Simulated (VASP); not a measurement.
# HfO2 (P4_2/nmc) in VASP: notebook

The runs below take HfO2 through phonons, with LDA.

Program: VASP 6.6.1. These are calculated values, not measurements. Logs are shortened: lines on timing, memory, paths and dates and some standing lists are left out, and cuts for length are marked.

### 1 The structure

Symmetry: P4_2/nmc, No. 137, tetragonal system. The conventional cell has a = 3.501 Å, b = 3.501 Å, c = 5.037 Å, α = 90.00°, β = 90.00°, γ = 90.00°. Around Hf (site symmetry -4m2) lie 8 O at 2.05 to 2.28 Å. Around O (site symmetry 2mm) lie 4 Hf at 2.05 to 2.28 Å.

Measurements of this composition are mostly on another form, of space group No. 14.

### 2 Phonons, LDA

File POSCAR:

```
HfO2
1.0
    3.5008096521      0.0000000000      0.0000000000
    0.0000000000      3.5008096521      0.0000000000
    0.0000000000      0.0000000000      5.0369755716
  Hf              O
     2     4
Direct
     0.5000000000000000    0.5000000000000000    0.5000000000000000
     0.0000000000000000    0.0000000000000000    0.0000000000000000
     0.0000000000000000    0.5000000000000000    0.7100074509797265
     0.5000000000000000    0.0000000000000000    0.7899925490202735
     0.5000000000000000    0.0000000000000000    0.2899925490202735
     0.0000000000000000    0.5000000000000000    0.2100074509797265
```

File INCAR.step1:

```
SYSTEM = HfO2
ALGO     = Normal         ! electronic algorithm
EDIFF    = 1E-8           ! SCF threshold, eV
EDIFFG   = -0.002         ! ionic threshold
ENCUT    = 600            ! plane-wave cutoff, eV
GGA      = CA             ! functional
IBRION   = 2              ! ionic algorithm
ISIF     = 3              ! what is computed and relaxed
ISMEAR   = -1             ! smearing method
KPAR     = 8            
LASPH    = .TRUE.         ! aspherical terms in the spheres
LCHARG   = .FALSE.        ! write CHGCAR
LREAL    = .FALSE.        ! projectors in reciprocal space
LWAVE    = .FALSE.        ! write WAVECAR
NELM     = 60             ! most SCF steps
NSW      = 40             ! ionic steps
PREC     = Accurate       ! precision mode
SIGMA    = 0.05           ! smearing width, eV
```

File INCAR.step2:

```
SYSTEM = HfO2
ALGO     = Normal         ! electronic algorithm
EDIFF    = 1E-8           ! SCF threshold, eV
ENCUT    = 600            ! plane-wave cutoff, eV
GGA      = CA             ! functional
IBRION   = 8              ! ionic algorithm
ISIF     = 2              ! what is computed and relaxed
ISMEAR   = -1             ! smearing method
KPAR     = 8            
LASPH    = .TRUE.         ! aspherical terms in the spheres
LCHARG   = .FALSE.        ! write CHGCAR
LEPSILON = .TRUE.         ! dielectric tensor by DFPT
LREAL    = .FALSE.        ! projectors in reciprocal space
LWAVE    = .FALSE.        ! write WAVECAR
NELM     = 60             ! most SCF steps
NSW      = 1              ! ionic steps
PREC     = Accurate       ! precision mode
SIGMA    = 0.05           ! smearing width, eV
```

File KPOINTS:

```
k-points
0
G
  6 6 4
  0 0 0
```

Potentials or basis: VASP PAW LDA potentials, release 64 (Hf_pv, O).

Launch:

```
> cat potpaw_LDA.64/Hf_pv/POTCAR potpaw_LDA.64/O/POTCAR > POTCAR
> cp INCAR.step1 INCAR
> mpirun -np 8 vasp_std > vasp.out
> cp CONTCAR POSCAR
> cp INCAR.step2 INCAR
> mpirun -np 8 vasp_std > vasp.out
```

OUTCAR:

```text
SYSTEM = HfO2
   EDIFF = 1E-8
   ENCUT = 600
   GGA = CA
   IBRION = 8
   ISIF = 2
   ISMEAR = -1
   LASPH = .TRUE.
   LEPSILON = .TRUE.
   LREAL = .FALSE.
   NELM = 60
   NSW = 1
   PREC = Accurate

 ion  position               nearest neighbor table
   1  0.500  0.500  0.500-   3 2.05   5 2.05   5 2.05   3 2.05   4 2.31   4 2.31   6 2.31   6 2.31
                             2 3.56   2 3.56   2 3.56   2 3.56   2 3.56   2 3.56   2 3.56   2 3.56
   2  0.000  0.000  0.000-   4 2.05   6 2.05   6 2.05   4 2.05   3 2.31   5 2.31   3 2.31   5 2.31
                             1 3.56   1 3.56   1 3.56   1 3.56   1 3.56   1 3.56   1 3.56   1 3.56
   3  0.000  0.500  0.706-   1 2.05   1 2.05   2 2.31   2 2.31
   4  0.500  0.000  0.794-   2 2.05   2 2.05   1 2.31   1 2.31
   5  0.500  0.000  0.294-   1 2.05   1 2.05   2 2.31   2 2.31
   6  0.000  0.500  0.206-   2 2.05   2 2.05   1 2.31   1 2.31

  LATTYP: Found a simple tetragonal cell.
 ALAT       =     3.5241294041
 C/A-ratio  =     1.4389943120

  Lattice vectors:

 A1 = (   3.5241294041,   0.0000000000,   0.0000000000)
 A2 = (   0.0000000000,   3.5241294041,   0.0000000000)
 A3 = (   0.0000000000,   0.0000000000,   5.0712021672)

Analysis of symmetry for initial positions (statically):
=====================================================================
 Subroutine PRICEL returns:
 Original cell was already a primitive cell.

 Routine SETGRP: Setting up the symmetry group for a
 simple tetragonal supercell.

 Subroutine GETGRP returns: Found 16 space group operations
 (whereof  8 operations were pure point group operations)
 out of a pool of 16 trial point group operations.

The static configuration has the point symmetry D_2d.
 The point group associated with its full space group is D_4h.

Analysis of symmetry for dynamics (positions and initial velocities):
=====================================================================
 Subroutine PRICEL returns:
 Original cell was already a primitive cell.

 Routine SETGRP: Setting up the symmetry group for a
 simple tetragonal supercell.

 Subroutine GETGRP returns: Found 16 space group operations
 (whereof  8 operations were pure point group operations)
 out of a pool of 16 trial point group operations.

The dynamic configuration has the point symmetry D_2d.
 The point group associated with its full space group is D_4h.

 Subroutine INISYM returns: Found 16 space group operations
 (whereof  8 operations are pure point group operations),
 and found     1 'primitive' translations

[... 957 lines left out ...]
  x     0.00000     0.00000     0.00000     0.00000     0.00000     0.00000
  y    -0.00000     0.00000    -0.00000     0.00000     0.00000     0.00000
  z     0.00000     0.00000     0.00000     0.00000     0.00000     0.00000

 PIEZOELECTRIC TENSOR (including local field effects)  for field in x, y, z        (C/m^2)
          XX          YY          ZZ          XY          YZ          ZX
  --------------------------------------------------------------------------------
  x     0.00000     0.00000     0.00000     0.00000     0.00000     0.00000
  y    -0.00000     0.00000    -0.00000     0.00000     0.00000     0.00000
  z     0.00000     0.00000     0.00000     0.00000     0.00000     0.00000

 BORN EFFECTIVE CHARGES (including local field effects) (in |e|, cummulative output)
 ---------------------------------------------------------------------------------
 ion    1
    1     5.53175     0.00000     0.00000
    2     0.00000     5.53175     0.00000
    3     0.00000     0.00000     4.94707
 ion    2
    1     5.53175     0.00000     0.00000
    2     0.00000     5.53175     0.00000
    3     0.00000     0.00000     4.94707
 ion    3
    1    -3.35477     0.00000    -0.00000
    2     0.00000    -2.17698     0.00000
    3     0.00000     0.00000    -2.47354
 ion    4
    1    -3.35477     0.00000     0.00000
    2     0.00000    -2.17698     0.00000
    3     0.00000     0.00000    -2.47354
 ion    5
    1    -2.17698     0.00000     0.00000
    2     0.00000    -3.35477     0.00000
    3     0.00000     0.00000    -2.47354
 ion    6
    1    -2.17698     0.00000     0.00000
    2     0.00000    -3.35477     0.00000
    3     0.00000     0.00000    -2.47354

 INTERNAL STRAIN TENSOR FOR ION    6 for displacements in x,y,z  (eV/Angst):
          X           Y           Z          XY          YZ          ZX
  --------------------------------------------------------------------------------
  x     0.00000     0.00000     0.00000     0.00000     0.00000     4.73987
  y     0.00000     0.00000     0.00000     0.00000   -11.49003     0.00000
  z     5.72083   -12.42546    -8.09903     0.00000     0.00000     0.00000

 SECOND DERIVATIVES (NOT SYMMETRIZED)
 ------------------------------------
               1X          1Y          1Z          2X          2Y          2Z          3X          3Y          3Z          4X          4Y          4Z          5X          5Y          5Z          6X          6Y          6Z
  1X   -10.771423    0.000000    0.000000    0.580130    0.000000    0.000000    9.734962    0.000000    0.000000    0.910793    0.000000    0.000000    1.321155    0.000000    0.000000   -1.775616    0.000000    0.000000
  1Y     0.000000  -10.771423    0.000000    0.000000    0.580130    0.000000    0.000000    1.321155    0.000000    0.000000   -1.775616    0.000000    0.000000    9.734962    0.000000    0.000000    0.910793    0.000000
  1Z     0.000000    0.000000  -26.749062    0.000000    0.000000   16.085866    0.000000    0.000000    6.340974    0.000000    0.000000   -1.009376    0.000000    0.000000    6.340974    0.000000    0.000000   -1.009376
  2X     0.580130    0.000000    0.000000  -10.771423    0.000000    0.000000    0.910793    0.000000    0.000000    9.734962    0.000000    0.000000   -1.775616    0.000000    0.000000    1.321155    0.000000    0.000000
  2Y     0.000000    0.580130    0.000000    0.000000  -10.771423    0.000000    0.000000   -1.775616    0.000000    0.000000    1.321155    0.000000    0.000000    0.910793    0.000000    0.000000    9.734962    0.000000
  2Z     0.000000    0.000000   16.085866    0.000000    0.000000  -26.749062    0.000000    0.000000   -1.009376    0.000000    0.000000    6.340974    0.000000    0.000000   -1.009376    0.000000    0.000000    6.340974
  3X     9.742752    0.000000    0.000000    0.917148    0.000000    0.000000  -19.709904    0.000000    0.000000    7.671924    0.000000    0.000000    0.335083    0.000000    0.000000    1.042997    0.000000    0.000000
  3Y     0.000000    1.325646    0.000000    0.000000   -1.771279    0.000000    0.000000   -7.094259    0.000000    0.000000    6.156016    0.000000    0.000000    0.337204    0.000000    0.000000    1.046672    0.000000
  3Z     0.000000    0.000000    6.333588    0.000000    0.000000   -0.997187    0.000000    0.000000  -14.872759    0.000000    0.000000   -1.523275    0.000000    0.000000    1.298494    0.000000    0.000000    9.761139
  4X     0.917148    0.000000    0.000000    9.742752    0.000000    0.000000    7.671924    0.000000    0.000000  -19.709904    0.000000    0.000000    1.042997    0.000000    0.000000    0.335083    0.000000    0.000000
  4Y     0.000000   -1.771279    0.000000    0.000000    1.325646    0.000000    0.000000    6.156016    0.000000    0.000000   -7.094259    0.000000    0.000000    1.046672    0.000000    0.000000    0.337204    0.000000
  4Z     0.000000    0.000000   -0.997187    0.000000    0.000000    6.333588    0.000000    0.000000   -1.523275    0.000000    0.000000  -14.872759    0.000000    0.000000    9.761139    0.000000    0.000000    1.298494
  5X     1.325646    0.000000    0.000000   -1.771279    0.000000    0.000000    0.337204    0.000000    0.000000    1.046672    0.000000    0.000000   -7.094259    0.000000    0.000000    6.156016    0.000000    0.000000
  5Y     0.000000    9.742752    0.000000    0.000000    0.917148    0.000000    0.000000    0.335083    0.000000    0.000000    1.042997    0.000000    0.000000  -19.709904    0.000000    0.000000    7.671924    0.000000
  5Z     0.000000    0.000000    6.333588    0.000000    0.000000   -0.997187    0.000000    0.000000    1.298494    0.000000    0.000000    9.761139    0.000000    0.000000  -14.872759    0.000000    0.000000   -1.523275
  6X    -1.771279    0.000000    0.000000    1.325646    0.000000    0.000000    1.046672    0.000000    0.000000    0.337204    0.000000    0.000000    6.156016    0.000000    0.000000   -7.094259    0.000000    0.000000
  6Y     0.000000    0.917148    0.000000    0.000000    9.742752    0.000000    0.000000    1.042997    0.000000    0.000000    0.335083    0.000000    0.000000    7.671924    0.000000    0.000000  -19.709904    0.000000
  6Z     0.000000    0.000000   -0.997187    0.000000    0.000000    6.333588    0.000000    0.000000    9.761139    0.000000    0.000000    1.298494    0.000000    0.000000   -1.523275    0.000000    0.000000  -14.872759

 Eigenvectors and eigenvalues of the dynamical matrix
 ----------------------------------------------------

   1 f  =   20.565396 THz   129.216195 2PiTHz  685.987776 cm-1    85.051606 meV
             X         Y         Z           dx          dy          dz
      1.762065  1.762065  2.535601    -0.070723    0.005643   -0.000000
      0.000000  0.000000  0.000000     0.070723   -0.005643   -0.000000
      0.000000  1.762065  3.580475     0.700229   -0.003105   -0.000000
      1.762065  0.000000  4.026329    -0.700229    0.003105    0.000000
      1.762065  0.000000  1.490728     0.038913   -0.055871   -0.000000
      0.000000  1.762065  1.044873    -0.038913    0.055871    0.000000
[... 145 lines left out ...]
  18 f/i=    0.009603 THz     0.060338 2PiTHz    0.320323 cm-1     0.039715 meV
             X         Y         Z           dx          dy          dz
      1.762065  1.762065  2.535601     0.205145   -0.618580    0.000000
      0.000000  0.000000  0.000000     0.205145   -0.618580    0.000000
      0.000000  1.762065  3.580475     0.061329   -0.183351    0.000000
      1.762065  0.000000  4.026329     0.061329   -0.183351    0.000000
      1.762065  0.000000  1.490728     0.060807   -0.184927    0.000000
      0.000000  1.762065  1.044873     0.060807   -0.184927    0.000000

--------------------------------------------------------------------------------------------------------

 MACROSCOPIC STATIC DIELECTRIC TENSOR IONIC CONTRIBUTION
 ------------------------------------------------------
          54.137686    -0.000000     0.000000
          -0.000000    54.137686     0.000000
           0.000000     0.000000    13.184392
 ------------------------------------------------------

 ELASTIC MODULI CONTR FROM IONIC RELAXATION (kBar)
 Direction    XX          YY          ZZ          XY          YZ          ZX
 --------------------------------------------------------------------------------
 XX        -798.9636    330.9622   -565.3348      0.0000      0.0000     -0.0000
 YY         330.9622   -798.9636   -565.3348      0.0000     -0.0000      0.0000
 ZZ        -565.3348   -565.3348  -1365.8226      0.0000      0.0000      0.0000
 XY           0.0000      0.0000      0.0000      0.0000      0.0000      0.0000
 YZ           0.0000     -0.0000      0.0000      0.0000   -672.4026      0.0000
 ZX          -0.0000      0.0000      0.0000      0.0000      0.0000   -687.2406
 --------------------------------------------------------------------------------

 PIEZOELECTRIC TENSOR IONIC CONTR  for field in x, y, z        (C/m^2)
          XX          YY          ZZ          XY          YZ          ZX
  --------------------------------------------------------------------------------
  x    -0.00000    -0.00000    -0.00000     0.00000     0.00000    -0.00000
  y     0.00000    -0.00000     0.00000     0.00000    -0.00000    -0.00000
  z    -0.00000     0.00000    -0.00000     0.00000     0.00000     0.00000
```

Run time: 6.8 min. Hardware: 8 MPI ranks of Intel Xeon Platinum 8259CL at 2.50GHz (Skylake/Cascade Lake), shared host; peak memory 0.57 GiB.

What came out:

```
Relaxed volume                                          : 10.50 Å³/atom
Relaxed cell                                            : a = 3.524 Å, b = 3.524 Å, c = 5.071 Å, α = 90.00°, β = 90.00°, γ = 90.00°
Space group after relaxing (to 0.05 Å)                  : P4_2/nmc (No. 137)
Electronic dielectric tensor (diagonal)                 : 5.32, 5.32, 4.89
Born charges (mean of the diagonal)                     : Hf +5.34; O -2.67 e
Highest phonon frequency at Γ, LO-TO splitting left out : 686 cm⁻¹
```

Step by step:
```tsv
step	energy change (eV)	largest force (eV/Å)	pressure (GPa)	volume (Å³)
1	0.0000	0.0033	4.88	61.73
2	0.0289	0.1795	-7.62	64.57
3	-0.0157	0.0678	-0.06	62.77
4	-0.0157	0.0664	0.03	62.75
5	-0.0164	0.0529	0.07	62.77
6	-0.0169	0.0267	0.14	62.80
7	-0.0173	0.0228	0.08	62.84
8	-0.0181	0.0110	-0.09	62.94
9	-0.0179	0.0157	-0.39	63.16
10	-0.0184	0.0014	-0.20	63.02
11	-0.0184	0.0040	0.14	62.95
12	-0.0184	0.0021	0.02	62.98
13	-0.0184	0.0020	0.01	62.98
14	-0.0184	0.0011	-0.01	62.98
```

Final structure:
```yaml
crystal:
  lattice:
    - [3.52413, 0.00000, 0.00000]
    - [0.00000, 3.52413, 0.00000]
    - [0.00000, 0.00000, 5.07120]
  atoms:
    - { symbol: Hf, position: [0.50000, 0.50000, 0.50000] }
    - { symbol: Hf, position: [0.00000, 0.00000, 0.00000] }
    - { symbol: O, position: [0.00000, 0.50000, 0.70604] }
    - { symbol: O, position: [0.50000, 0.00000, 0.79396] }
    - { symbol: O, position: [0.50000, 0.00000, 0.29396] }
    - { symbol: O, position: [0.00000, 0.50000, 0.20604] }
```

Phonon frequencies in cm⁻¹ (negative: imaginary):
```tsv
q point	frequencies
(0.000, 0.000, 0.000)	0 0 0 109 109 120 120 237 288 327 471 471 475 475 616 683 686 686
```

Electronic dielectric tensor:
```
5.32 0.00 0.00
0.00 5.32 0.00
0.00 0.00 4.89
```

Born effective charge tensors (e):
atom 1, Hf
```
5.53 0.00 0.00
0.00 5.53 0.00
0.00 0.00 4.95
```
atom 2, Hf
```
5.53 0.00 0.00
0.00 5.53 0.00
0.00 0.00 4.95
```
atom 3, O
```
-3.35  0.00  0.00
 0.00 -2.18  0.00
 0.00  0.00 -2.47
```
atom 4, O
```
-3.35  0.00  0.00
 0.00 -2.18  0.00
 0.00  0.00 -2.47
```
atom 5, O
```
-2.18  0.00  0.00
 0.00 -3.35  0.00
 0.00  0.00 -2.47
```
atom 6, O
```
-2.18  0.00  0.00
 0.00 -3.35  0.00
 0.00  0.00 -2.47
```

The run has no spin-orbit coupling, so splittings on Hf are missing.

(Part 1 of 2 ends here.)
